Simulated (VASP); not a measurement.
Here is a VASP 6.6.1 calculation.

File INCAR:

```
AGGAC = 1.0
AGGAX = 1.0
ALDAC = 0.0
ALDAX = 1.0
ALGO = Normal
EDIFF = 1E-7
EDIFFG = -0.02
ENCUT = 600
GGA = B5
IBRION = 2
ISIF = 3
ISMEAR = -1
IVDW = 12
LASPH = T
LCHARG = F
LREAL = F
LWAVE = F
NELM = 100
NSW = 40
PREC = Accurate
SIGMA = 0.05
VDW_A1 = 0.4298
VDW_A2 = 4.2359
VDW_S6 = 1.0
VDW_S8 = 2.6996
```

KPOINTS

```
k-points
0
Gamma
  10 10 10
```

POSCAR

```
TiO2
1.0
   -1.8921000000      1.8921000000      4.7573000000
    1.8921000000     -1.8921000000      4.7573000000
    1.8921000000      1.8921000000     -4.7573000000
Ti O
2 4
Direct
    0.7500000000      0.2500000000      0.5000000000
    0.0000000000      0.0000000000      0.0000000000
    0.7919000000      0.7919000000      0.0000000000
    0.5419000000      0.0419000000      0.5000000000
    0.9581000000      0.4581000000      0.5000000000
    0.2081000000      0.2081000000      0.0000000000
```

Potentials or basis: VASP PAW PBE potentials, release 64 (Ti_sv, O).

Command:

```console
$ cat potpaw_PBE.64/Ti_sv/POTCAR potpaw_PBE.64/O/POTCAR > POTCAR
$ mpirun -np 1 vasp_std > vasp.out
```

Predict the dispersion energy per atom.

-0.484 eV.

Predict the relaxed cell.

a = 5.492 Å, b = 5.492 Å, c = 5.492 Å, α = 139.57°, β = 139.57°, γ = 58.51°.

Forces on the atoms (eV/Å):
```
Ti   0.000  0.000  0.000
Ti   0.000  0.000  0.000
O    0.000  0.000 -0.007
O    0.000  0.000 -0.007
O    0.000  0.000  0.007
O    0.000  0.000  0.007
```

Caveat: the PAW data sets were made with another functional, which shifts forces and pressure a little. Zero-point motion and thermal expansion aren't in these numbers.
